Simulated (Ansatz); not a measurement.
# GaAs: the cost of one run

Computed with Ansatz 0.2.0 (DFT PBE, scalar-relativistic, plane waves, PAW, unless a step's input says otherwise).

1 further run of the same task is left out (it didn't finish).

## (1) The system as given

The structure is tetragonal, space group P4_2/mmc (No. 131). The conventional cell has a = 5.204 Å, b = 5.204 Å, c = 7.360 Å, α = 90.00°, β = 90.00°, γ = 90.00°. Around Ga (site symmetry mmm) lie 4 As at 3.19 Å. Around As (site symmetry -4m2) lie 4 Ga at 3.19 Å.

Structure file:

```cif
data_structure
_symmetry_space_group_name_H-M 'P4_2/mmc'
_symmetry_Int_Tables_number 131
_cell_length_a 5.2043
_cell_length_b 5.2043
_cell_length_c 7.3600
_cell_angle_alpha 90.000
_cell_angle_beta 90.000
_cell_angle_gamma 90.000
_cell_volume 199.34
loop_
_atom_site_label
_atom_site_type_symbol
_atom_site_symmetry_multiplicity
_atom_site_Wyckoff_symbol
_atom_site_fract_x
_atom_site_fract_y
_atom_site_fract_z
_atom_site_occupancy
Ga1 Ga 2 c 0.00000 0.50000 0.00000 1
As1 As 2 f 0.50000 0.50000 0.25000 1
```

A structure generator made this guess: ordered vacancies on the anion sites of fluorite (P4_2/mmc, No. 131). Its size is a rough estimate.

## (2) A first look at the guess

input.yaml reads:

```yaml
crystal:
  lattice:
    - [5.20429036, 0.0, 0.0]
    - [0.0, 5.20429036, 0.0]
    - [0.0, 0.0, 7.35997801]
  atoms:
    - { symbol: Ga, position: [0.0, 0.5, 0.0] }
    - { symbol: Ga, position: [0.5, 0.0, 0.5] }
    - { symbol: As, position: [0.5, 0.5, 0.25] }
    - { symbol: As, position: [0.5, 0.5, 0.75] }
basis:
  ecutwfc: 420
kpoints:
  mp_grid: { grid: [4, 4, 4] }
hamiltonian:
  xc: pbe
scf:
  occupations: { method: gaussian, width: 0.1 }
  lower_state_search: "off"
output:
  forces: true
  stress: true
  eigenvalues: true
```

Command:

```sh
ansatz run input.yaml --threads 1 --pin off --max-ram 2048MiB --backend cpu --events-out ev --progress --plain --runs-dir out
```

**Question.** How long does this run take on 1 thread of Intel Xeon Platinum 8488C (Sapphire Rapids), shared host, and how much memory does it need?

About 7.2 s, with a peak of 0.5 GiB.
